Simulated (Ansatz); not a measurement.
CO2:

```
O C
1.0
     2.63591   -2.38738    0.00000
     2.63591    2.38738    0.00000
     0.00000    0.00000    6.58717
O C
4 2
Direct
  0.30651 0.69349 0.60816
  0.69349 0.30651 0.39184
  0.19349 0.80651 0.10816
  0.80651 0.19349 0.89184
  0.50000 0.50000 0.50000
  0.00000 0.00000 0.00000
```

The cell comes from a database or a generator and needn't be the stable form of this composition.

| Quantity | Value |
| --- | --- |
| Program | Ansatz 0.2.0 |
| Task | relaxation of cell and atoms |
| Functional | r2SCAN |
| Potentials or basis | Ansatz PAW |
| Cutoff | 500 eV (not typed: the program's choice for these potentials) |
| k mesh | 8 × 8 × 4 |
| Occupations | fermi-dirac, width 0.05 eV |
| Spin | no spin polarisation |

At the start: volume 13.82 Å³/atom.

Task: Where does the relaxation end?

Result: It ends after 8 steps and the volume is 14.64 Å³/atom (+5.9 %); space group Cmce (No. 64, to 0.05 Å).

The path:
```csv
step,energy change (eV),largest force (eV/Å),volume (Å³)
1,0.0000,0.7023,82.91
2,-0.0146,0.0197,86.07
3,-0.0151,0.0417,87.43
4,-0.0152,0.0066,88.03
5,-0.0153,0.0203,88.22
6,-0.0157,0.0011,87.88
7,-0.0157,0.0003,87.83
8,-0.0180,0.0019,87.83
```

Final structure:
```
O C
1.0
     2.72986   -2.45472    0.00000
     2.72986    2.45472    0.00000
     0.00000    0.00000    6.55322
O C
4 2
Direct
  0.30943 0.69057 0.60475
  0.69057 0.30943 0.39525
  0.19057 0.80943 0.10475
  0.80943 0.19057 0.89525
  0.50000 0.50000 0.50000
  0.00000 0.00000 0.00000
```

Caveat: the plane-wave basis is chosen anew once the cell has moved, so the energies of steps on either side of that aren't comparable; the PAW data sets come from PBE, with cores solved anew for the run's functional, which leaves a small shift of forces and pressure.
